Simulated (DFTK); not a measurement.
# BP (F-43m) in DFTK: notebook

One crystal, BP, is run at these levels: LDA, PBE, PBEsol; tasks: band structure.

All numbers are computed with DFTK 0.8.2; they aren't measurements. Logs are shortened: lines on timing, memory, paths and dates and some standing lists are left out, and cuts for length are marked.

### 1 The structure

The structure is cubic, space group F-43m (No. 216). Conventional cell: a = 4.538 Å, b = 4.538 Å, c = 4.538 Å, α = 90.00°, β = 90.00°, γ = 90.00°. P (site symmetry -43m) is surrounded by 4 B at 1.97 Å. B (site symmetry -43m) has 4 P at 1.97 Å as nearest neighbours.

### 2 Band structure, LDA

File run.jl:

```julia
using DFTK
using PseudoPotentialData
using Unitful, UnitfulAtomic
using LinearAlgebra, Printf
include("save.jl")
disable_threading()

# lattice vectors are the columns
lattice = austrip(1u"Å") * [           0.0          2.269          2.269;
                    2.269            0.0          2.269;
                    2.269          2.269            0.0]
symbols   = [:P, :B]
positions = [[0.75, 0.75, 0.75],
             [0.0, 0.0, 0.0]]
pseudopotentials = Dict(:B => "B.upf", :P => "P.upf")
elements = Dict(s => ElementPsp(s, pseudopotentials; rcut=10.0) for s in unique(symbols))
atoms    = [elements[s] for s in symbols]

build_model(lattice, positions; symmetries=true) =
    model_DFT(lattice, atoms, positions;
              functionals=LDA(),
              temperature=austrip(0.05u"eV"),
              smearing=Smearing.FermiDirac(),
              symmetries)
Ecut  = 45.0  # hartree
kgrid = [10, 10, 10]
tol   = 1e-6
to_GPa = ustrip(uconvert(u"GPa", 1u"hartree/bohr^3"))

model = build_model(lattice, positions)
basis = PlaneWaveBasis(model; Ecut, kgrid)
display(basis)
scfres = self_consistent_field(basis;
                               tol,
                               nbandsalg=AdaptiveBands(model; n_bands_converge=9))
display(scfres.energies)
@printf "Fermi level: %.6f eV\n" ustrip(auconvert(u"eV", something(scfres.εF, NaN)))
forces = compute_forces_cart(scfres)
println("Forces (eV/Å)")
for (s, f) in zip(symbols, forces)
    @printf "%-3s %12.6f %12.6f %12.6f\n" s ustrip.(auconvert.(u"eV/Å", f))...
end
stress = compute_stresses_cart(scfres)
println("Stress (GPa)")
display(round.(stress * to_GPa; digits=4))
println("Levels at the first k-point (eV): ", round.(ustrip.(auconvert.(u"eV", scfres.eigenvalues[1][1:scfres.n_bands_converge])); digits=4))
save_scf!(scfres; forces, stress)

points = Dict("G" => [0.0, 0.0, 0.0], "K" => [0.375, 0.375, 0.75], "L" => [0.5, 0.5, 0.5], "U" => [0.625, 0.25, 0.625], "W" => [0.5, 0.25, 0.75], "X" => [0.5, 0.0, 0.5])
segments = [("G", "X", 7), ("X", "W", 4), ("W", "K", 3), ("K", "G", 7), ("G", "L", 6), ("L", "U", 4), ("U", "W", 3), ("W", "L", 5), ("L", "K", 4), ("U", "X", 3)]
kcoords = vcat([[points[a] + t * (points[b] - points[a]) for t in range(0, 1, n)] for (a, b, n) in segments]...)
bands = compute_bands(scfres, ExplicitKpoints(kcoords); n_bands=11, tol=1e-5)
for (k, ε) in zip(bands.basis.kpoints, bands.eigenvalues)
    @printf "%d %8.4f %8.4f %8.4f " k.spin k.coordinate...
    println(join([@sprintf("%9.4f", e) for e in ustrip.(auconvert.(u"eV", ε .- scfres.εF))]))
end
results["band_energies"] = rows(bands.eigenvalues); results["band_kpoints"] = rows(kcoords)
```

Potentials or basis: SG15 1.2 (PBE).

Launch:

```console
$ julia --threads=1 run.jl  # save.jl only writes the numbers to a file and isn't shown; printed stress counts tension as positive; times include loading and compiling
```

Log:

```text
PlaneWaveBasis discretization:

    Ecut                 : 45.0 Ha
    fft_size             : (40, 40, 40), 64000 total points
    kgrid                : MonkhorstPack([10, 10, 10])
    num.   red. kpoints  : 1000
    num. irred. kpoints  : 73

    Discretized Model(lda_x+lda_c_pw, 3D):
        lattice (in Bohr)    : [0         , 4.28779   , 4.28779   ]
                               [4.28779   , 0         , 4.28779   ]
                               [4.28779   , 4.28779   , 0         ]
        unit cell volume     : 157.66 Bohr³

        atoms                : BP
        atom potentials      : ElementPsp(:P, "P.upf")
                               ElementPsp(:B, "B.upf")

        num. electrons       : 8
        spin polarization    : none
        temperature          : 0.0018375 Ha
        smearing             : DFTK.Smearing.FermiDirac()

        terms                : Kinetic()
                               AtomicLocal()
                               AtomicNonlocal()
                               Ewald(nothing)
                               PspCorrection()
                               Hartree()
                               Xc(lda_x, lda_c_pw)
                               Entropy()
n     Energy            log10(ΔE)   log10(Δρ)   Diag   Δtime
---   ---------------   ---------   ---------   ----   ------
  1   -9.425840508995                   -0.78    4.6    6.44s
  2   -9.447751795880       -1.66       -1.50    2.0    4.10s
  3   -9.448315753337       -3.25       -2.23    2.4    4.52s
  4   -9.448330038465       -4.85       -3.10    2.2    4.13s
  5   -9.448330578341       -6.27       -3.88    3.0    5.52s
  6   -9.448330587850       -8.02       -4.64    2.5    3.32s
  7   -9.448330588320       -9.33       -5.43    2.6    4.36s
  8   -9.448330588326      -11.21       -6.38    2.5    3.98s
Energy breakdown (in Ha):
    Kinetic             4.5939575
    AtomicLocal         -2.8135949
    AtomicNonlocal      1.3789139
    Ewald               -10.4916198
    PspCorrection       0.0704417
    Hartree             0.6129674
    Xc                  -2.7993963
    Entropy             -0.0000000

    total               -9.448330588326
Fermi level: 9.537746 eV
Forces (eV/Å)
P      -0.000000    -0.000000     0.000000
B      -0.000000     0.000000     0.000000
Stress (GPa)
3×3 StaticArraysCore.SMatrix{3, 3, Float64, 9} with indices SOneTo(3)×SOneTo(3):
 1.0851  -0.0     -0.0
 0.0      1.0851   0.0
 0.0     -0.0      1.0851
Levels at the first k-point (eV): [-6.4985, 9.001, 9.001, 9.001, 12.3777, 12.3777, 12.3777, 16.3259, 20.1492]
1   0.0000   0.0000   0.0000  -16.0362  -0.5367  -0.5367  -0.5367   2.8400   2.8400   2.8400   6.7881  10.6114  11.5374  11.5374
1   0.0833   0.0000   0.0833  -15.8683  -1.1745  -1.1745  -1.0947   2.5048   3.6601   3.6601   7.1137  10.2148  11.1785  11.7159
1   0.1667   0.0000   0.1667  -15.3681  -2.4622  -2.2844  -2.2844   1.8265   5.3025   5.3025   6.2405  10.0370  12.2455  12.6481
1   0.2500   0.0000   0.2500  -14.5468  -4.2191  -3.2919  -3.2919   1.1755   4.2628   7.1571   7.1571  11.4835  13.1031  14.5784
1   0.3333   0.0000   0.3333  -13.4312  -6.1301  -4.0541  -4.0541   0.7267   2.6103   9.0255   9.0255  12.9735  14.2241  16.4241
1   0.4167   0.0000   0.4167  -12.1015  -7.9933  -4.5238  -4.5238   0.5679   1.4829  10.6935  10.6935  14.0683  15.4066  17.5500
[... 38 lines left out ...]
1   0.5625   0.1250   0.5625  -11.0766  -9.0232  -5.6546  -4.5245   0.9585   2.3335  10.7598  11.0513  13.1337  14.3820  17.1615
1   0.5000   0.0000   0.5000  -11.1394  -9.1436  -4.6821  -4.6821   0.6644   0.9574  11.5009  11.5009  14.4865  16.0207  17.3141
```

Wall time 1.8 min (1 thread of Intel Xeon 6975P-C (Granite Rapids), shared host); peak memory 1.8 GiB.

What came out:

```yaml
Free_energy: -257.1022 eV
Pressure: -1.1 GPa
Band_gap_on_the_k_mesh: 1.11 eV, indirect (least direct gap 3.38 eV)
Band_gap_along_the_path: 1.10 eV, indirect (least direct gap 3.38 eV)
```

Levels at the corners of the path, in eV from the valence-band top:
```
point  band 2  band 3  band 4  band 5  band 6  band 7
    Γ    0.00    0.00    0.00    3.38    3.38    3.38
    X   -8.61   -4.15   -4.15    1.20    1.49   12.04
    W   -8.06   -5.75   -5.55    5.20    6.63    7.17
    K   -8.18   -6.32   -3.53    2.01    5.89    9.68
    Γ    0.00    0.00    0.00    3.38    3.38    3.38
    L   -9.11   -1.76   -1.76    3.72    4.65    4.65
    U   -8.18   -6.32   -3.53    2.01    5.89    9.68
    W   -8.06   -5.75   -5.55    5.20    6.63    7.17
    L   -9.11   -1.76   -1.76    3.72    4.65    4.65
    K   -8.18   -6.32   -3.53    2.01    5.89    9.68
    U   -8.18   -6.32   -3.53    2.01    5.89    9.68
    X   -8.61   -4.15   -4.15    1.20    1.49   12.04
```

Caveat: the potentials were made for another functional, which shifts forces and pressure. As with any semilocal functional, this LDA gap is likely too small.

### 3 Band structure, PBE

Edit run.jl of step 2 so:

```diff
@@ -20,3 +20,3 @@
     model_DFT(lattice, atoms, positions;
-              functionals=LDA(),
+              functionals=PBE(),
               temperature=austrip(0.05u"eV"),
```

Potentials or basis: SG15 1.2 (PBE).

Launch:

```console
$ julia --threads=1 run.jl  # save.jl only writes the numbers to a file and isn't shown; printed stress counts tension as positive; times include loading and compiling
```

Log:

```text
PlaneWaveBasis discretization:

    Ecut                 : 45.0 Ha
    fft_size             : (40, 40, 40), 64000 total points
    kgrid                : MonkhorstPack([10, 10, 10])
    num.   red. kpoints  : 1000
    num. irred. kpoints  : 73

    Discretized Model(gga_x_pbe+gga_c_pbe, 3D):
        lattice (in Bohr)    : [0         , 4.28779   , 4.28779   ]
                               [4.28779   , 0         , 4.28779   ]
                               [4.28779   , 4.28779   , 0         ]
        unit cell volume     : 157.66 Bohr³

        atoms                : BP
        atom potentials      : ElementPsp(:P, "P.upf")
                               ElementPsp(:B, "B.upf")

        num. electrons       : 8
        spin polarization    : none
        temperature          : 0.0018375 Ha
        smearing             : DFTK.Smearing.FermiDirac()

        terms                : Kinetic()
                               AtomicLocal()
                               AtomicNonlocal()
                               Ewald(nothing)
                               PspCorrection()
                               Hartree()
                               Xc(gga_x_pbe, gga_c_pbe)
                               Entropy()
n     Energy            log10(ΔE)   log10(Δρ)   Diag   Δtime
---   ---------------   ---------   ---------   ----   ------
  1   -9.442047096484                   -0.77    4.6    6.50s
  2   -9.462877579028       -1.68       -1.46    2.0    3.62s
  3   -9.463428502077       -3.26       -2.18    2.4    3.84s
  4   -9.463445505517       -4.77       -3.10    2.1    3.45s
  5   -9.463446193979       -6.16       -3.77    3.2    4.27s
  6   -9.463446206679       -7.90       -4.76    2.1    3.55s
  7   -9.463446207357       -9.17       -5.36    3.3    4.31s
  8   -9.463446207366      -11.04       -6.10    2.2    3.51s
Energy breakdown (in Ha):
    Kinetic             4.6256755
    AtomicLocal         -2.8493329
    AtomicNonlocal      1.3723129
    Ewald               -10.4916198
    PspCorrection       0.0704417
    Hartree             0.6313157
    Xc                  -2.8222393
    Entropy             -0.0000000

    total               -9.463446207366
Fermi level: 9.622231 eV
Forces (eV/Å)
P       0.000000     0.000000    -0.000000
B      -0.000000    -0.000000     0.000000
Stress (GPa)
3×3 StaticArraysCore.SMatrix{3, 3, Float64, 9} with indices SOneTo(3)×SOneTo(3):
 -0.3634   0.0      0.0
  0.0     -0.3634  -0.0
  0.0      0.0     -0.3634
Levels at the first k-point (eV): [-6.4541, 8.9845, 8.9845, 8.9845, 12.4111, 12.4111, 12.4111, 16.3482, 20.5159]
1   0.0000   0.0000   0.0000  -16.0763  -0.6377  -0.6377  -0.6377   2.7889   2.7889   2.7889   6.7260  10.8937  11.4902  11.4902
1   0.0833   0.0000   0.0833  -15.9094  -1.2643  -1.2643  -1.1970   2.4731   3.5986   3.5986   7.0604  10.2293  11.4438  11.6682
1   0.1667   0.0000   0.1667  -15.4122  -2.5661  -2.3625  -2.3625   1.8279   5.2326   5.2326   6.2816  10.0097  12.1964  12.8771
1   0.2500   0.0000   0.2500  -14.5964  -4.3206  -3.3627  -3.3627   1.2045   4.3516   7.0858   7.0858  11.4447  13.0513  14.7612
1   0.3333   0.0000   0.3333  -13.4894  -6.2220  -4.1203  -4.1203   0.7769   2.7120   8.9561   8.9561  12.9533  14.1675  16.5464
1   0.4167   0.0000   0.4167  -12.1737  -8.0682  -4.5875  -4.5875   0.6344   1.5828  10.6239  10.6239  14.0773  15.3418  17.6050
[... 38 lines left out ...]
1   0.5625   0.1250   0.5625  -11.1722  -9.0804  -5.6821  -4.5888   1.0378   2.3927  10.6905  10.9857  13.1496  14.3626  17.1674
1   0.5000   0.0000   0.5000  -11.2314  -9.1973  -4.7450  -4.7450   0.7371   1.0549  11.4282  11.4282  14.5115  15.9492  17.2991
```

Wall time 1.7 min (1 thread of Intel Xeon 6975P-C (Granite Rapids), shared host); peak memory 1.8 GiB.

What came out:

- Free energy: -257.5135 eV
- Pressure: 0.4 GPa
- Band gap on the k mesh: 1.28 eV, indirect (least direct gap 3.43 eV)
- Band gap along the path: 1.27 eV, indirect (least direct gap 3.43 eV)

Levels at the corners of the path, in eV from the valence-band top:
| point | band 1 | band 2 | band 3 | band 4 | band 5 | band 6 | band 7 | band 8 | band 9 |
| --- | --- | --- | --- | --- | --- | --- | --- | --- | --- |
| Γ | -15.44 | 0.00 | 0.00 | 0.00 | 3.43 | 3.43 | 3.43 | 7.36 | 11.53 |
| X | -10.59 | -8.56 | -4.11 | -4.11 | 1.37 | 1.69 | 12.07 | 12.07 | 15.15 |
| W | -10.32 | -8.03 | -5.66 | -5.46 | 5.34 | 6.81 | 7.23 | 7.48 | 12.78 |
| K | -10.60 | -8.14 | -6.21 | -3.50 | 2.18 | 6.02 | 9.72 | 10.60 | 11.61 |
| Γ | -15.44 | 0.00 | 0.00 | 0.00 | 3.43 | 3.43 | 3.43 | 7.36 | 11.53 |
| L | -12.12 | -9.01 | -1.75 | -1.75 | 3.80 | 4.74 | 4.74 | 10.13 | 14.55 |
| U | -10.60 | -8.14 | -6.21 | -3.50 | 2.18 | 6.02 | 9.72 | 10.60 | 11.61 |
| W | -10.32 | -8.03 | -5.66 | -5.46 | 5.34 | 6.81 | 7.23 | 7.48 | 12.78 |
| L | -12.12 | -9.01 | -1.75 | -1.75 | 3.80 | 4.74 | 4.74 | 10.13 | 14.55 |
| K | -10.60 | -8.14 | -6.21 | -3.50 | 2.18 | 6.02 | 9.72 | 10.60 | 11.61 |
| U | -10.60 | -8.14 | -6.21 | -3.50 | 2.18 | 6.02 | 9.72 | 10.60 | 11.61 |
| X | -10.59 | -8.56 | -4.11 | -4.11 | 1.37 | 1.69 | 12.07 | 12.07 | 15.15 |

As with any semilocal functional, this PBE gap is likely too small.

### 4 Band structure, PBEsol

Edit run.jl of step 3 so:

```diff
@@ -20,3 +20,3 @@
     model_DFT(lattice, atoms, positions;
-              functionals=PBE(),
+              functionals=PBEsol(),
               temperature=austrip(0.05u"eV"),
```

Launch:

```console
$ julia --threads=1 run.jl  # save.jl only writes the numbers to a file and isn't shown; printed stress counts tension as positive; times include loading and compiling
```

It took 1.7 min on 1 thread of Intel Xeon 6975P-C (Granite Rapids), shared host; peak memory 1.8 GiB.

It converged, with:

```
Free energy             : -257.0368 eV
Pressure                : -1.1 GPa
Band gap on the k mesh  : 1.13 eV, indirect (least direct gap 3.37 eV)
Band gap along the path : 1.13 eV, indirect (least direct gap 3.37 eV)
```

Levels at the corners of the path, in eV from the valence-band top:
| point | band 1 | band 2 | band 3 | band 4 | band 5 | band 6 | band 7 | band 8 | band 9 |
| --- | --- | --- | --- | --- | --- | --- | --- | --- | --- |
| Γ | -15.50 | 0.00 | 0.00 | 0.00 | 3.37 | 3.37 | 3.37 | 7.32 | 11.22 |
| X | -10.61 | -8.60 | -4.14 | -4.14 | 1.22 | 1.52 | 12.04 | 12.04 | 15.05 |
| W | -10.32 | -8.06 | -5.74 | -5.54 | 5.22 | 6.66 | 7.17 | 7.43 | 12.72 |
| K | -10.60 | -8.18 | -6.30 | -3.53 | 2.03 | 5.90 | 9.68 | 10.56 | 11.52 |
| Γ | -15.50 | 0.00 | 0.00 | 0.00 | 3.37 | 3.37 | 3.37 | 7.32 | 11.22 |
| L | -12.14 | -9.10 | -1.76 | -1.76 | 3.73 | 4.66 | 4.66 | 9.90 | 14.48 |
| U | -10.60 | -8.18 | -6.30 | -3.53 | 2.03 | 5.90 | 9.68 | 10.56 | 11.52 |
| W | -10.32 | -8.06 | -5.74 | -5.54 | 5.22 | 6.66 | 7.17 | 7.43 | 12.72 |
| L | -12.14 | -9.10 | -1.76 | -1.76 | 3.73 | 4.66 | 4.66 | 9.90 | 14.48 |
| K | -10.60 | -8.18 | -6.30 | -3.53 | 2.03 | 5.90 | 9.68 | 10.56 | 11.52 |
| U | -10.60 | -8.18 | -6.30 | -3.53 | 2.03 | 5.90 | 9.68 | 10.56 | 11.52 |
| X | -10.61 | -8.60 | -4.14 | -4.14 | 1.22 | 1.52 | 12.04 | 12.04 | 15.05 |

Caveat: the potentials were made for another functional, which shifts forces and pressure.

### 5 The runs side by side

| level | gap on the mesh (eV) | pressure (GPa) |
| --- | --- | --- |
| LDA | 1.11 | -1.1 |
| PBE | 1.28 | 0.4 |
| PBEsol | 1.13 | -1.1 |

Alike in all rows: task band structure; potentials or basis SG15 1.2 (PBE); no spin polarisation; cell as given; k mesh 10 × 10 × 10; cutoff (eV) 1225; smearing fermi-dirac 0.05 eV.

On the cell as given the gap runs from 1.10 eV (LDA) to 1.27 eV (PBE). The pressure there spans -1.1 GPa (LDA) to 0.4 GPa (PBE); a positive pressure means that this level wants a larger cell, a negative one a smaller.

Caveats: the potentials were made for another functional, which shifts forces and pressure (some runs).

Total energies depend on the potentials used, so only differences within one code and one set of settings carry meaning.
